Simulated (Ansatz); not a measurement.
CuO:

```
Cu O
1.0
     2.87950    0.00000    0.00000
     0.03907    2.87928    0.00000
     0.01750    0.01724    5.17634
Cu O
2 2
Direct
  0.00000 0.50000 0.00000
  0.50000 0.00000 0.50000
  0.99842 0.00167 0.74989
  0.00158 0.99833 0.25011
```

The cell comes from a database or a generator and needn't be the stable form of this composition.

- Program: Ansatz 0.2.0
- Task: relaxation of cell and atoms
- Functional: PBEsol
- Potentials or basis: Ansatz PAW
- Cutoff: 420 eV (not typed: the program's choice for these potentials)
- k mesh: 9 × 9 × 5
- Occupations: fermi-dirac, width 0.05 eV
- Spin: no spin polarisation
- Hubbard terms: Cu d U = 8 eV

At the start: volume 10.73 Å³/atom.

Task: Where does the relaxation end?

Result: It ends after 10 steps and the volume is 11.00 Å³/atom (+2.5 %); space group P4_2/mmc (No. 131, to 0.05 Å).

The path:
```tsv
step	energy change (eV)	largest force (eV/Å)	volume (Å³)
1	0.0000	0.0082	42.92
2	-0.0065	0.0065	43.39
3	-0.0075	0.0022	43.89
4	-0.0074	0.0002	43.90
5	-0.0075	0.0001	43.90
6	-0.0125	0.0001	43.90
7	-0.0123	0.0000	43.96
8	-0.0126	0.0002	43.96
9	-0.0125	0.0010	43.98
10	-0.0126	0.0011	43.98
```

Final structure:
```xyz
4
Lattice="2.9275 -0.0115 -0.0027 0.0282 2.9270 -0.0028 0.0129 0.0125 5.1324" Properties=species:S:1:pos:R:3 pbc="T T T"
Cu    0.0141    1.4635   -0.0014
Cu    1.4702    0.0005    2.5649
O     2.9353   -0.0005    3.8467
O     0.0333    2.9284    1.2803
```

Caveat: the plane-wave basis is chosen anew once the cell has moved, so the energies of steps on either side of that aren't comparable; the pressure holds a Pulay correction of +0.7 GPa for the finite cutoff; the run has no spin polarisation, though such a crystal can be magnetic; U without spin polarisation on a metal has little footing; the PAW data sets come from PBE, with cores solved anew for the run's functional, which leaves a small shift of forces and pressure.
